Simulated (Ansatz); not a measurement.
Base system: BaSnO3 in the cubic perovskite structure (space group Pm-3m, No. 221).

```cif
data_BaO3Sn
_chemical_formula_sum 'Ba1 Sn1 O3'
_space_group_name_H-M_alt 'P 1'
_space_group_IT_number 1
_cell_length_a 4.17599
_cell_length_b 4.17599
_cell_length_c 4.17599
_cell_angle_alpha 90.000
_cell_angle_beta 90.000
_cell_angle_gamma 90.000
loop_
_space_group_symop_operation_xyz
  'x, y, z'
loop_
_atom_site_label
_atom_site_type_symbol
_atom_site_fract_x
_atom_site_fract_y
_atom_site_fract_z
_atom_site_occupancy
Ba1 Ba 0.00000 0.00000 0.00000 1
Sn1 Sn 0.50000 0.50000 0.50000 1
O1 O 0.00000 0.50000 0.50000 1
O2 O 0.50000 0.50000 0.00000 1
O3 O 0.50000 0.00000 0.50000 1
```

Method: Kohn–Sham DFT with the PBE functional, run in Ansatz (a program for electronic structure) with PAW and 420 eV plane waves, no spin-orbit coupling.

Base values:

```
Quantity              Result
-------------------  -------
Smallest direct gap  0.97 eV
```

Perturbation: a hydrostatic pressure of 9 GPa.

Predict the new mean gap deformation potential ΔEg/Δln V.

The mean gap deformation potential ΔEg/Δln V is -12.3 eV.

Estimate the effect on the smallest direct gap.

The smallest direct gap grows by 0.70 eV (0.97 eV → 1.67 eV).

Load acts through the strain it causes; cell and atoms are relaxed under it. No phonon test of stability was made. Competing high-pressure phases were not computed.
